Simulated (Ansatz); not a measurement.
## Compressing Ta

These are results of DFT r2SCAN, scalar-relativistic, plane waves, PAW in Ansatz, not measurements. Settings: 500 eV cutoff, 18×18×18 k-mesh, Gaussian smearing of 0.10 eV, no spin polarisation.

Reference structure (relaxed):

```
CELL_PARAMETERS angstrom
-1.65233 1.65233 1.65233
1.65233 -1.65233 1.65233
1.65233 1.65233 -1.65233
ATOMIC_POSITIONS crystal
Ta 0.00000 0.00000 0.00000
```

Cell and atoms are relaxed at each pressure within the symmetry of the start, at zero temperature, so transitions that lower the symmetry aren't seen. The k-mesh given is that at zero pressure and may differ at others.

Spin–orbit coupling is left out, which can shift energies with elements as heavy as these.

(1) Give the structure at 5 GPa.

## Answers

(1)
```
CELL_PARAMETERS angstrom
-1.63919 1.63919 1.63919
1.63919 -1.63919 1.63919
1.63919 1.63919 -1.63919
ATOMIC_POSITIONS crystal
Ta 0.00000 0.00000 0.00000
```
The structure is cubic, space group Im-3m (No. 229). The conventional cell has a = 3.278 Å, b = 3.278 Å, c = 3.278 Å, α = 90.00°, β = 90.00°, γ = 90.00°. Ta (site symmetry m-3m) has 8 Ta at 2.84 Å as nearest neighbours.